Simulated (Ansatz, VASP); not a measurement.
## GaSb (mix) in VASP and in Ansatz

INCAR

```
PREC = Accurate
ENCUT = 600
EDIFF = 1E-6
ISMEAR = 0
SIGMA = 0.1
LREAL = False
LASPH = True
NELM = 100
ALGO = Normal
ISIF = 3
LWAVE = False
LCHARG = False
GGA = PE
IBRION = 2
NSW = 100
EDIFFG = -0.002
```

Contents of KPOINTS:

```
Automatic mesh
0
Gamma
  12 12 12
```

POSCAR

```
GaSb
1.0
    0.0000000000      3.0590000000      3.0590000000
    3.0590000000      0.0000000000      3.0590000000
    3.0590000000      3.0590000000      0.0000000000
Ga Sb
1 1
Direct
    0.0000000000      0.0000000000      0.0000000000
    0.2500000000      0.2500000000      0.2500000000
```

Input for Ansatz:

```yaml
crystal:
  lattice:
    - [0.0, 3.059, 3.059]
    - [3.059, 0.0, 3.059]
    - [3.059, 3.059, 0.0]
  atoms:
    - { symbol: Ga, position: [0.0, 0.0, 0.0] }
    - { symbol: Sb, position: [0.25, 0.25, 0.25] }
basis:
  ecutwfc: 420
kpoints:
  mp_grid: { grid: [12, 12, 12] }
hamiltonian:
  xc: pbe
scf:
  occupations: { method: gaussian, width: 0.1 }
  mixing: { beta: 0.2 }
  n_extra_bands: 16
output:
  forces: true
  stress: true
  eigenvalues: true
  write_density: true
  write_potential: true
  elf: true
  volumetric_format: npy
relax:
  adjacent_minimum: "off"
  f_tol: 0.002
  max_steps: 80
  cell: { stress_tol: 0.02 }
```

Alike in both runs: task relaxation of cell and atoms; functional PBE; k mesh 12 × 12 × 12; occupations gaussian, width 0.1 eV; no spin polarisation.

```csv
,VASP,Ansatz
version,VASP 6.6.1,Ansatz 0.2.0
potentials or method,"VASP PAW PBE potentials, release 64 (Ga_d, Sb)","scalar-relativistic, plane waves, PAW"
plane-wave cutoff (eV),600,420
valence electrons in the cell,18,28
```

|  | VASP | Ansatz | Ansatz less VASP |
| --- | --- | --- | --- |
| gap on the k mesh at the Fermi level, each at its own relaxed structure (eV) | none | none | - |
| relaxed volume (Å³/atom) | 30.01 | 30.00 | -0.012 |
| relaxed cell length with the largest relative difference (Å) | 4.395 | 4.394 | -0.0006 |
| energy change over the relaxation (meV/atom) | -10 | -10 | +0.5 |

A gap of «none» marks a metal or a gap that the smearing closes. The two sets of potentials don't hold the same shells in valence.

Caveats: this crystal is a semiconductor, whose small gap the functional closes, so the metal is an error of the method. Zero-point motion and thermal expansion aren't in these numbers. PBE usually gives volumes a little too large and moduli too small.
